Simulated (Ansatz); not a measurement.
Equation of state of NdH2 under PBEsol

Space group Fm-3m (No. 225). a = 5.470 Å, b = 5.470 Å, c = 5.470 Å, α = 90.00°, β = 90.00°, γ = 90.00°
| atom | site | symmetry | x | y | z |
| --- | --- | --- | --- | --- | --- |
| Nd | 4a | m-3m | 0.0000 | 0.0000 | 0.0000 |
| H | 8c | -43m | 0.2500 | 0.2500 | 0.7500 |

The cell was scaled at fixed shape and fractions and run with Ansatz, all-electron LAPW, scalar-relativistic; PBEsol, k mesh 8 × 8 × 8 on the cell of 3 atoms, fermi-dirac occupations of 0.05 eV, collinear spin, ferromagnetic start, no spin-orbit coupling. Energies are those that the program minimises, any entropy of the smearing included. The magnetic state is the one that the start led to, which needn't be the lowest. Plain semilocal runs treat an open f shell poorly.

| V (Å³/atom) | energy over the lowest row (meV/atom) |
| --- | --- |
| 12.8206 | 3.916 |
| 13.0934 | 0.873 |
| 13.3662 | 0.000 |
| 13.6389 | ? |
| 13.9117 | 4.065 |
| 14.1845 | 8.666 |
| 14.4573 | 14.778 |

Fit the third-order Birch-Murnaghan form, give V0, B0 and B′, and predict the energy left open.

With y = (V0/V)^(2/3), E = E0 + (9 V0 B0/16) [(y - 1)³ B′ + (y - 1)² (6 - 4y)]. Least squares through the rows shown give V0 = 13.3445 Å³/atom, E0 = -0.003 meV, B0 = 57.55 GPa (1 eV/Å³ = 160.218 GPa) and B′ = 3.46, with a largest miss of 0.003 meV. At V = 13.6389 the form with these constants gives 1.126 meV; the run gave 1.119 meV an atom.
